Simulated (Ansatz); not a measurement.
Crystal: Re.

```xyz
2
Lattice="2.7608 0.0000 0.0000 -1.3804 2.3909 0.0000 0.0000 0.0000 4.4582" Properties=species:S:1:pos:R:3 pbc="T T T"
Re    1.3804    0.7970    3.3436
Re    0.0000    1.5939    1.1145
```

```yaml
Program: Ansatz 0.2.0
Task: relaxation of cell and atoms
Functional: RPBE
Potentials_or_basis: all-electron LAPW, scalar-relativistic
Basis_error_allowed: 0.001 eV/atom
k_mesh: 11 × 11 × 6
Occupations: fermi-dirac, width 0.05 eV
Spin: no spin polarisation
```

At the start: volume 14.71 Å³/atom.

Problem. Where does the relaxation end?

Solution. Over 5 steps the energy falls by 12.3 meV/atom and the volume is 15.12 Å³/atom (+2.7 %); space group P6_3/mmc (No. 194, to 0.05 Å).

Step by step:
```tsv
step	energy change (eV)	largest force (eV/Å)	volume (Å³)
1	0.0000	0.0000	29.43
2	-0.0243	0.0000	30.33
3	-0.0247	0.0000	30.24
4	-0.0247	0.0000	30.23
5	-0.0247	0.0000	30.23
```

Final structure:
```xyz
2
Lattice="2.7844 0.0000 0.0000 -1.3922 2.4114 0.0000 0.0000 0.0000 4.5026" Properties=species:S:1:pos:R:3 pbc="T T T"
Re    1.3922    0.8038    3.3770
Re    0.0000    1.6076    1.1257
```
